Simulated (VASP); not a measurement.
# ZnCu: vacancies and antisites compared, part 5 of 6

Which native defect is cheapest in ZnCu, and how does that change with the growth condition? The start is a cell from a database of measured crystal structures.

VASP 6.6.1, plane waves and PAW; the level of theory is named at each step.

So far, formation energy of the neutral defect (eV): step 7 (this defect's formation energies, 53 atoms, defect vacancy …) 0.830.

**8. Relaxing the defect, 53 atoms, defect Cu vacancy**

This step: PBE; plane waves and PAW (Zn, Cu) (VASP 6.6.1).

System of this step: Zn27Cu26. The cell holds 53 atoms: 27 Zn and 26 Cu. Cell: a = 8.890 Å, b = 8.890 Å, c = 8.890 Å, α = 90.0°, β = 90.0°, γ = 90.0°. It derives from ZnCu. Nearest the centre at fractional (0.000, 0.000, 0.000): Zn1 at 2.57 Å, Zn3 at 2.57 Å, Zn7 at 2.57 Å, Zn19 at 2.57 Å, Zn25 at 2.57 Å, Zn27 at 2.57 Å, Zn21 at 2.57 Å, Zn9 at 2.57 Å.

The input, INCAR:

```
SYSTEM = Zn27Cu26
PREC = Normal
ENCUT = 300
EDIFF = 1E-05
NELM = 120
ISMEAR = 1
SIGMA = 0.2
LREAL = Auto
ALGO = Fast
GGA = PE
NBANDS = 360
LASPH = .TRUE.
LORBIT = 11
LWAVE = .FALSE.
LCHARG = .TRUE.
KPAR = 4
NCORE = 2
IBRION = 2
NSW = 50
ISIF = 2
EDIFFG = -0.03
POTIM = 0.4
MAXMIX = 40
ISYM = 2
```

The input, POSCAR:

```
Zn27Cu26
1.0
    8.8895031273      0.0000000000      0.0000000000
    0.0000000000      8.8895031273      0.0000000000
    0.0000000000      0.0000000000      8.8895031273
Zn Cu
27 26
Direct
    0.1666666700      0.1666666700      0.1666666700
    0.1666666700      0.1666666700      0.5000000000
    0.1666666700      0.1666666700      0.8333333300
    0.1666666700      0.5000000000      0.1666666700
    0.1666666700      0.5000000000      0.5000000000
    0.1666666700      0.5000000000      0.8333333300
    0.1666666700      0.8333333300      0.1666666700
    0.1666666700      0.8333333300      0.5000000000
    0.1666666700      0.8333333300      0.8333333300
    0.5000000000      0.1666666700      0.1666666700
    0.5000000000      0.1666666700      0.5000000000
    0.5000000000      0.1666666700      0.8333333300
    0.5000000000      0.5000000000      0.1666666700
    0.5000000000      0.5000000000      0.5000000000
    0.5000000000      0.5000000000      0.8333333300
    0.5000000000      0.8333333300      0.1666666700
    0.5000000000      0.8333333300      0.5000000000
    0.5000000000      0.8333333300      0.8333333300
    0.8333333300      0.1666666700      0.1666666700
    0.8333333300      0.1666666700      0.5000000000
    0.8333333300      0.1666666700      0.8333333300
    0.8333333300      0.5000000000      0.1666666700
    0.8333333300      0.5000000000      0.5000000000
    0.8333333300      0.5000000000      0.8333333300
    0.8333333300      0.8333333300      0.1666666700
    0.8333333300      0.8333333300      0.5000000000
    0.8333333300      0.8333333300      0.8333333300
    0.0000000000      0.0000000000      0.3333333300
    0.0000000000      0.0000000000      0.6666666700
    0.0000000000      0.3333333300      0.0000000000
    0.0000000000      0.3333333300      0.3333333300
    0.0000000000      0.3333333300      0.6666666700
    0.0000000000      0.6666666700      0.0000000000
    0.0000000000      0.6666666700      0.3333333300
    0.0000000000      0.6666666700      0.6666666700
    0.3333333300      0.0000000000      0.0000000000
    0.3333333300      0.0000000000      0.3333333300
    0.3333333300      0.0000000000      0.6666666700
    0.3333333300      0.3333333300      0.0000000000
    0.3333333300      0.3333333300      0.3333333300
    0.3333333300      0.3333333300      0.6666666700
    0.3333333300      0.6666666700      0.0000000000
    0.3333333300      0.6666666700      0.3333333300
    0.3333333300      0.6666666700      0.6666666700
    0.6666666700      0.0000000000      0.0000000000
    0.6666666700      0.0000000000      0.3333333300
    0.6666666700      0.0000000000      0.6666666700
    0.6666666700      0.3333333300      0.0000000000
    0.6666666700      0.3333333300      0.3333333300
    0.6666666700      0.3333333300      0.6666666700
    0.6666666700      0.6666666700      0.0000000000
    0.6666666700      0.6666666700      0.3333333300
    0.6666666700      0.6666666700      0.6666666700
```

The input, KPOINTS:

```
Automatic mesh
0
Monkhorst-Pack
3 3 3
0 0 0
```

PAW data sets: Zn and Cu (PBE family, release 64).

Launch:

```console
> mpirun -np 8 vasp_std
```

Output:

```text
[... set-up lines as in an earlier step ...]
 entering main loop
       N       E                     dE             d eps       ncg     rms          rms(c)
DAV:   1     0.509683207562E+04    0.50968E+04   -0.17821E+05  2888   0.192E+03
DAV:   2     0.738547379848E+03   -0.43583E+04   -0.42254E+04  2880   0.510E+02
DAV:   3    -0.111930341396E+03   -0.85048E+03   -0.80011E+03  2880   0.227E+02
DAV:   4    -0.157614190838E+03   -0.45684E+02   -0.44554E+02  3264   0.671E+01
DAV:   5    -0.158513087110E+03   -0.89890E+00   -0.89362E+00  3480   0.936E+00    0.480E+01
RMM:   6    -0.154543612729E+03    0.39695E+01   -0.39021E+02  2880   0.727E+01    0.323E+01
RMM:   7    -0.130973648526E+03    0.23570E+02   -0.11282E+02  2882   0.387E+01    0.106E+01
RMM:   8    -0.130934371836E+03    0.39277E-01   -0.15649E+00  2884   0.406E+00    0.564E+00
RMM:   9    -0.130843365498E+03    0.91006E-01   -0.75474E-01  2925   0.251E+00    0.115E+00
RMM:  10    -0.130839012423E+03    0.43531E-02   -0.21663E-01  2971   0.130E+00    0.445E-01
RMM:  11    -0.130846341341E+03   -0.73289E-02   -0.11916E-01  3052   0.731E-01    0.383E-01
RMM:  12    -0.130846265818E+03    0.75522E-04   -0.17124E-02  3084   0.373E-01    0.211E-01
RMM:  13    -0.130846087345E+03    0.17847E-03   -0.55774E-03  2942   0.231E-01    0.962E-02
RMM:  14    -0.130846082565E+03    0.47800E-05   -0.11362E-03  3318   0.976E-02    0.478E-02
RMM:  15    -0.130846087824E+03   -0.52585E-05   -0.37586E-04  2679   0.471E-02    0.149E-02
RMM:  16    -0.130846094725E+03   -0.69015E-05   -0.87744E-05  2382   0.235E-02
   1 F= -.13084609E+03 E0= -.13086398E+03  d E =-.130846E+03
 curvature:   0.00 expect dE= 0.000E+00 dE for cont linesearch  0.000E+00
 trial: gam= 0.00000 g(F)=  0.530E-01 g(S)=  0.000E+00 ort = 0.000E+00 (trialstep = 0.100E+01)
 search vector abs. value=  0.530E-01
 bond charge predicted
       N       E                     dE             d eps       ncg     rms          rms(c)
DAV:   1    -0.130886263013E+03   -0.40175E-01   -0.10361E+01  3024   0.559E+00    0.185E-01
RMM:   2    -0.130892700228E+03   -0.64372E-02   -0.67811E-02  2888   0.102E+00    0.115E-01
RMM:   3    -0.130895059025E+03   -0.23588E-02   -0.22547E-02  2999   0.360E-01    0.113E-01
RMM:   4    -0.130895135407E+03   -0.76382E-04   -0.28824E-03  3018   0.175E-01    0.624E-02
RMM:   5    -0.130895141367E+03   -0.59601E-05   -0.10439E-03  3184   0.902E-02    0.342E-02
RMM:   6    -0.130895145814E+03   -0.44465E-05   -0.25968E-04  3039   0.545E-02    0.225E-02
RMM:   7    -0.130895141608E+03    0.42051E-05   -0.72853E-05  2349   0.277E-02
   2 F= -.13089514E+03 E0= -.13091367E+03  d E =-.490469E-01
[... from here on, the cycles between the ionic steps are left out ...]
   3 F= -.13098305E+03 E0= -.13100284E+03  d E =-.136954E+00
   4 F= -.13103258E+03 E0= -.13105304E+03  d E =-.186481E+00
   5 F= -.13108944E+03 E0= -.13110939E+03  d E =-.568680E-01
   6 F= -.13114198E+03 E0= -.13116040E+03  d E =-.109409E+00
   7 F= -.13114420E+03 E0= -.13116207E+03  d E =-.111623E+00
   8 F= -.13116790E+03 E0= -.13118595E+03  d E =-.237030E-01
   9 F= -.13117160E+03 E0= -.13118965E+03  d E =-.274001E-01
  10 F= -.13117186E+03 E0= -.13118990E+03  d E =-.276643E-01
  11 F= -.13117182E+03 E0= -.13118986E+03  d E =-.276232E-01
 curvature:  -1.82 expect dE=-0.939E-03 dE for cont linesearch -0.119E-03
 ZBRENT: accuracy reached
 trial: gam=-0.03101 g(F)=  0.515E-03 g(S)=  0.000E+00 ort = 0.887E-03 (trialstep = 0.309E+01)
 search vector abs. value=  0.471E-03
 bond charge predicted
       N       E                     dE             d eps       ncg     rms          rms(c)
DAV:   1    -0.131172072656E+03   -0.25481E-03   -0.85751E-01  2912   0.155E+00    0.467E-02
RMM:   2    -0.131172568294E+03   -0.49564E-03   -0.49857E-03  2901   0.266E-01    0.348E-02
RMM:   3    -0.131172779484E+03   -0.21119E-03   -0.18959E-03  2906   0.987E-02    0.357E-02
RMM:   4    -0.131172787958E+03   -0.84735E-05   -0.23376E-04  3266   0.482E-02    0.271E-02
RMM:   5    -0.131172795853E+03   -0.78952E-05   -0.16265E-04  2658   0.366E-02    0.370E-02
RMM:   6    -0.131172785020E+03    0.10833E-04   -0.63768E-05  2268   0.252E-02    0.158E-02
RMM:   7    -0.131172781337E+03    0.36828E-05   -0.24364E-05  1828   0.134E-02
  12 F= -.13117278E+03 E0= -.13119068E+03  d E =-.959267E-03
 trial-energy change:   -0.000959  1 .order   -0.000996   -0.001504   -0.000487
 step:   4.5653(harm=  4.5653)  dis= 0.00704  next Energy=  -131.172934 (dE=-0.111E-02)
 reached required accuracy - stopping structural energy minimisation
```

Wall time 14 min (8 MPI ranks of AMD EPYC 7R43, shared host); peak memory 2.5 GiB; 1.9 h of CPU time.

From OUTCAR (step 8):

```text
   NELECT =     610.0000    total number of electrons

 E-fermi :   5.1910

 k-point     1 :       0.0000    0.0000    0.0000
  band No.  band energies     occupation
    ...
    299       4.9882      2.05309
    300       4.9882      2.05309
    301       5.0904      1.74339
    302       5.0904      1.74339
    303       5.0904      1.74339
    304       5.2641      0.42493
    305       5.2641      0.42493
    306       5.2641      0.42493
    307       5.4093     -0.06440
    308       5.5740     -0.02085
    ...

  Total       -6.5541223     -6.5541223     -6.5541223      0.0000000      0.0000000     -0.0000000
  in kB      -14.9483295    -14.9483295    -14.9483295      0.0000000      0.0000000     -0.0000000
  external PRESSURE =     -14.9483295 kB  Pullay stress =       0.0000000 kB

 POSITION                                       TOTAL-FORCE (eV/Angst)
 -----------------------------------------------------------------------------------
      1.38741      1.38741      1.38741         0.006473      0.006473      0.006473
      1.51031      1.51031      4.44475         0.000672      0.000672      0.000000
      1.38741      1.38741      7.50209         0.006473      0.006473     -0.006473
      1.51031      4.44475      1.51031         0.000672      0.000000      0.000672
      1.43407      4.44475      4.44475        -0.008833      0.000000      0.000000
      1.51031      4.44475      7.37920         0.000672      0.000000     -0.000672
      1.38741      7.50209      1.38741         0.006473     -0.006473      0.006473
      1.51031      7.37920      4.44475         0.000672     -0.000672      0.000000
      1.38741      7.50209      7.50209         0.006473     -0.006473     -0.006473
      4.44475      1.51031      1.51031        -0.000000      0.000672      0.000672
      4.44475      1.43407      4.44475        -0.000000     -0.008833      0.000000
      4.44475      1.51031      7.37920        -0.000000      0.000672     -0.000672
      4.44475      4.44475      1.43407        -0.000000      0.000000     -0.008833
      4.44475      4.44475      4.44475        -0.000000      0.000000      0.000000
      4.44475      4.44475      7.45543        -0.000000      0.000000      0.008833
      4.44475      7.37920      1.51031        -0.000000     -0.000672      0.000672
      4.44475      7.45543      4.44475        -0.000000      0.008833      0.000000
      4.44475      7.37920      7.37920        -0.000000     -0.000672     -0.000672
      7.50209      1.38741      1.38741        -0.006473      0.006473      0.006473
      7.37920      1.51031      4.44475        -0.000672      0.000672      0.000000
      7.50209      1.38741      7.50209        -0.006473      0.006473     -0.006473
      7.37920      4.44475      1.51031        -0.000672      0.000000      0.000672
      7.45543      4.44475      4.44475         0.008833      0.000000      0.000000
      7.37920      4.44475      7.37920        -0.000672      0.000000     -0.000672
[...]
-----------------------------------------------------------------------------------
    total drift:                               -0.000000     -0.000000     -0.000000

  FREE ENERGIE OF THE ION-ELECTRON SYSTEM (eV)
  ---------------------------------------------------
  free  energy   TOTEN  =      -131.1727813372 eV

  energy  without entropy=     -131.2264886997  energy(sigma->0) =     -131.19068379

[... 8 parts as in an earlier step ...]

[... 8 further parts left out ...]
```

Step by step:

```
step  energy less that of the first step (eV)  largest force (eV/Å)
   1                                   0.0000                0.3775
   2                                  -0.0490                0.3195
   3                                  -0.1370                0.1906
   4                                  -0.1865                0.2297
   5                                  -0.2433                0.1680
   6                                  -0.2959                0.1325
   7                                  -0.2981                0.1517
   8                                  -0.3218                0.0619
   9                                  -0.3255                0.0376
  10                                  -0.3258                0.0409
  11                                  -0.3257                0.0397
  12                                  -0.3267                0.0118
```

The atoms that moved most (Å):

| atom | dx | dy | dz | length |
| --- | --- | --- | --- | --- |
| Zn27 | 0.094 | 0.094 | 0.094 | 0.163 |
| Zn9 | -0.094 | 0.094 | 0.094 | 0.163 |
| Zn21 | 0.094 | -0.094 | 0.094 | 0.163 |
| Zn25 | 0.094 | 0.094 | -0.094 | 0.163 |
| Zn19 | 0.094 | -0.094 | -0.094 | 0.163 |
| Zn3 | -0.094 | -0.094 | 0.094 | 0.163 |
| Zn7 | -0.094 | 0.094 | -0.094 | 0.163 |
| Zn1 | -0.094 | -0.094 | -0.094 | 0.163 |

This step gave:

* electronic cycles: 108
* electrons: 610
* free energy (TOTEN): -131.1728 eV
* energy at zero smearing: -131.1907 eV
* Fermi energy: 5.191 eV

Valence density in the ac plane at fractional y = 0.000, through the centre, with atoms of Cu within 0.45 Å of it. It is the smooth field of the valence electrons, not physical close to the nuclei.

Ten steps, logarithmic in the rise over the least value, from '0' (0 e/Å³) to '9' (16 e/Å³), each cell a mean:
```
0000113798521137985210000
0000112455311124553111000
0001111122111112221111100
0011111111111111111111110
1111111111111111111111111
3211112343211112443111122
7521114787311125886211236
9741125898421127997311268
9741124787311125886211258
7521112454211113553211136
3211111121111111221111122
1111111111111111111111111
2111111111111111111111112
5321112232111112332111124
8631113676311124775211258
9841125898421126997311269
8631125898411126997311247
4321113565211113664211124
1111111222111111222111111
1111111111111111111111111
0011111111111111111111100
0001111233211113432111000
0000112577421136874210000
0000013799621248996210000
```
Columns run along a (8.9 Å), rows up along c (8.9 Å). Atoms in or near the plane, at fractional coordinates: Cu at (0.00, 0.34), Cu at (0.00, 0.66), Cu at (0.34, 0.00), Cu at (0.33, 0.33), Cu at (0.33, 0.67), Cu at (0.66, 0.00), Cu at (0.67, 0.33), Cu at (0.67, 0.67).

The run ended after 12 ionic steps, 0.327 eV below its first step, once the forces on the free atoms met EDIFFG = -0.03.

The 8 first neighbours (Zn) lie 2.57 Å from the site in the perfect crystal and 2.40 Å on average after the relaxation (-6.4 %).

**9. Energies of this defect, 53 atoms, defect vacancy, element Cu**

This step: point defect, PBE; plane waves and PAW (VASP 6.6.1).

No new run; the numbers come from the runs before.

Numbers from this step:

```yaml
formation_energy_of_the_neutral_defect: 0.09899 eV
```

Formation energy:

```
formation energy (eV)  largest move (Å)
              0.09899            0.1631
```

E_f is E(defect cell) less E(perfect cell), corrected for the atoms exchanged with their references.

References, in eV an atom: Cu -3.727 (crystal Fm-3m) and Zn -1.105 (crystal P6_3/mmc). They were run at the supercell's cutoff and functional, without U, and count both elements from their own phases.

The formation energy is 0.099 eV, and the largest move of an atom 0.16 Å.

**10. The defect cell, 54 atoms, defect Zn on the Cu site**

This step: PBE; plane waves and PAW (Zn, Cu) (VASP 6.6.1).

System of this step: Zn14Cu13. The cell holds 54 atoms: 28 Zn and 26 Cu. Cell: a = 8.890 Å, b = 8.890 Å, c = 8.890 Å, α = 90.0°, β = 90.0°, γ = 90.0°. It derives from ZnCu. Nearest the centre at fractional (0.000, 0.000, 0.000): Zn28 at 0.00 Å, Zn1 at 2.57 Å, Zn7 at 2.57 Å, Zn3 at 2.57 Å, Zn19 at 2.57 Å, Zn25 at 2.57 Å, Zn21 at 2.57 Å, Zn9 at 2.57 Å.

Changes to INCAR since step 8:

```diff
@@ -1,2 +1,2 @@
-SYSTEM = Zn27Cu26
+SYSTEM = Zn14Cu13
 PREC = Normal
```

Changes to POSCAR since step 8:

```diff
@@ -1,2 +1,2 @@
-Zn27Cu26
+Zn14Cu13
 1.0
@@ -6,3 +6,3 @@
 Zn Cu
-27 26
+28 26
 Direct
@@ -35,2 +35,3 @@
     0.8333333300      0.8333333300      0.8333333300
+    0.0000000000      0.0000000000      0.0000000000
     0.0000000000      0.0000000000      0.3333333300
```

KPOINTS is that of step 8.

Launch:

```console
> mpirun -np 8 vasp_std
```

Output:

```text
[... set-up lines as in an earlier step ...]
 entering main loop
       N       E                     dE             d eps       ncg     rms          rms(c)
DAV:   1     0.523591185587E+04    0.52359E+04   -0.18309E+05  2880   0.197E+03
DAV:   2     0.759077789127E+03   -0.44768E+04   -0.43554E+04  2880   0.525E+02
DAV:   3    -0.111596251616E+03   -0.87067E+03   -0.82295E+03  2880   0.232E+02
DAV:   4    -0.159058158201E+03   -0.47462E+02   -0.46190E+02  3280   0.685E+01
[...]
RMM:  15    -0.132120145933E+03   -0.11889E-04   -0.40236E-04  2985   0.508E-02    0.332E-02
RMM:  16    -0.132120156798E+03   -0.10865E-04   -0.13872E-04  2854   0.402E-02    0.169E-02
RMM:  17    -0.132120154958E+03    0.18398E-05   -0.34767E-05  1927   0.153E-02
   1 F= -.13212015E+03 E0= -.13210999E+03  d E =-.132120E+03
[... from here on, the cycles between the ionic steps are left out ...]
   2 F= -.13213649E+03 E0= -.13212612E+03  d E =-.163309E-01
   3 F= -.13215338E+03 E0= -.13214266E+03  d E =-.332218E-01
   4 F= -.13214728E+03 E0= -.13213582E+03  d E =-.271245E-01
   5 F= -.13215725E+03 E0= -.13214626E+03  d E =-.370966E-01
   6 F= -.13216257E+03 E0= -.13215168E+03  d E =-.532320E-02
   7 F= -.13217019E+03 E0= -.13215953E+03  d E =-.129366E-01
[...]
reached required accuracy - stopping structural energy minimisation
```

Wall time 8.6 min (8 MPI ranks); peak memory 2.4 GiB; 64 min of CPU time.

From OUTCAR (step 10):

```text
  Total        1.5676309      1.5676309      1.5676309      0.0000000      0.0000000      0.0000000
  in kB        3.5753778      3.5753778      3.5753778      0.0000000      0.0000000      0.0000000
  external PRESSURE =       3.5753778 kB  Pullay stress =       0.0000000 kB

 POSITION                                       TOTAL-FORCE (eV/Angst)
 -----------------------------------------------------------------------------------
      1.50867      1.50867      1.50867         0.002798      0.002798      0.002798
      1.48509      1.48509      4.44475        -0.010102     -0.010102     -0.000000
      1.50867      1.50867      7.38084         0.002798      0.002798     -0.002798
      1.48509      4.44475      1.48509        -0.010102      0.000000     -0.010102
      1.47531      4.44475      4.44475        -0.015334      0.000000     -0.000000
      1.48509      4.44475      7.40442        -0.010102      0.000000      0.010102
      1.50867      7.38084      1.50867         0.002798     -0.002798      0.002798
      1.48509      7.40442      4.44475        -0.010102      0.010102     -0.000000
      1.50867      7.38084      7.38084         0.002798     -0.002798     -0.002798
      4.44475      1.48509      1.48509        -0.000000     -0.010102     -0.010102
      4.44475      1.47531      4.44475        -0.000000     -0.015334     -0.000000
      4.44475      1.48509      7.40442        -0.000000     -0.010102      0.010102
      4.44475      4.44475      1.47531        -0.000000      0.000000     -0.015334
      4.44475      4.44475      4.44475        -0.000000      0.000000     -0.000000
[...]
-----------------------------------------------------------------------------------
    total drift:                                0.000000     -0.000000      0.000000

  FREE ENERGIE OF THE ION-ELECTRON SYSTEM (eV)
  ---------------------------------------------------
  free  energy   TOTEN  =      -132.1701881754 eV

  energy  without entropy=     -132.1382189860  energy(sigma->0) =     -132.15953178

[... 3 parts as in an earlier step ...]

[... 1 further part left out ...]
[key lines of the parts left out:]
E-fermi :   5.3844
```

Relaxation path:

```csv
step,energy less that of the first step (eV),largest force (eV/Å)
1,0.0000,0.2385
2,-0.0163,0.1751
3,-0.0332,0.0710
4,-0.0271,0.1307
5,-0.0371,0.0914
6,-0.0424,0.0726
7,-0.0500,0.0153
```

The atoms that moved most (Å):

```
atom      dx      dy      dz  length
Zn27  -0.027  -0.027  -0.027   0.047
 Zn9   0.027  -0.027  -0.027   0.047
Zn21  -0.027   0.027  -0.027   0.047
Zn25  -0.027  -0.027   0.027   0.047
Zn19  -0.027   0.027   0.027   0.047
 Zn7   0.027  -0.027   0.027   0.047
 Zn3   0.027   0.027  -0.027   0.047
 Zn1   0.027   0.027   0.027   0.047
```

The run ended after 7 ionic steps, 0.050 eV below its first step, once the forces on the free atoms met EDIFFG = -0.03.

The 8 first neighbours (Zn) lie 2.57 Å from the site in the perfect crystal and 2.61 Å on average from the atom on it after the relaxation (+1.8 %).

**11. Energies of this defect, 54 atoms, defect substitution, element Cu**

This step: point defect, PBE; plane waves and PAW (VASP 6.6.1).

Derived from the runs above.

Formation energy:

```csv
formation energy (eV),largest move (Å)
0.2347,0.04691
```

The formation energy is the energy of the relaxed defect cell less that of the perfect cell, with each removed atom booked to its reference and each added atom taken from it.

References, in eV an atom: Cu -3.727 (crystal Fm-3m) and Zn -1.105 (crystal P6_3/mmc). They were run at the supercell's cutoff and functional, without U, and count both elements from their own phases.

The formation energy is 0.235 eV, and the largest move of an atom 0.05 Å.

[end of part 5 of 6]

[Lines on the potential files, build, host, timing and source positions are cut from VASP's logs without a mark.]

[Logs are printed without paths, hosts, clocks, repeated set-up lines and the standing remarks that a program may print on its own settings, such as how far it seeks lower states.]

[Hosts, paths, dates, database ids (printed as entryN), source tags and the programs' standing remarks are cut or masked in the printed files.]

[In band tables of VASP the shares of atoms and orbitals are scaled to a sum of 1 inside the atoms' spheres.]

[Runs that stopped without an error message from VASP are left out.]
